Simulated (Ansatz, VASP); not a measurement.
# Ga: VASP beside Ansatz

Contents of INCAR:

```
PREC = Accurate ; ENCUT = 520
EDIFF = 1E-7 ; ISMEAR = -1
SIGMA = 0.05 ; LREAL = False
LASPH = True ; NELM = 80
ALGO = Normal ; ISIF = 2
LWAVE = False ; LCHARG = True
GGA = PS ; LELF = True
LVHAR = True ; NBANDS = 12
```

File KPOINTS:

```
Automatic mesh
0
Gamma
  16 16 16
```

The input POSCAR:

```
Ga
1.0
   -1.2649227771      1.2649227771      1.2649227771
    1.2649227771     -1.2649227771      1.2649227771
    1.2649227771      1.2649227771     -1.2649227771
Ga
1
Direct
    0.0000000000      0.0000000000      0.0000000000
```

Input for Ansatz:

```yaml
crystal:
  lattice:
    - [-1.2649227771, 1.2649227771, 1.2649227771]
    - [1.2649227771, -1.2649227771, 1.2649227771]
    - [1.2649227771, 1.2649227771, -1.2649227771]
  atoms:
    - { symbol: Ga, position: [0.0, 0.0, 0.0] }
kpoints:
  mp_grid: { grid: [16, 16, 16] }
scf:
  occupations: { method: fermi_dirac, width: 0.05 }
hamiltonian:
  xc: pbesol
  pseudopotentials: { kind: all_electron, lapw: { basis_error: 0.001 } }
output:
  forces: true
  stress: true
  eigenvalues: true
  populations: true
```

Change from the starting cell: volume scaled by 0.45, LAPW.

Alike in both runs: task single point; functional PBEsol; k mesh 16 × 16 × 16; occupations fermi-dirac, width 0.05 eV; no spin polarisation.

|  | VASP | Ansatz |
| --- | --- | --- |
| version | VASP 6.6.1 | Ansatz 0.2.0 |
| potentials or method | VASP PAW PBE potentials, release 64 (Ga_d) | all-electron LAPW, scalar-relativistic |
| plane-wave cutoff (eV) | 520 | see its input |

```csv
,VASP,Ansatz,Ansatz less VASP
pressure (GPa),316.8,313.9,-2.96
```

Ansatz ran all-electron here, so the differences hold the error of VASP's frozen core and of both bases.

Caveats: the cell as given lies far from equilibrium; so large a pressure means that the cell lies far from this level's equilibrium, or that cutoff or potentials fall short (VASP); the potentials were made for another functional, which shifts forces and pressure (VASP).
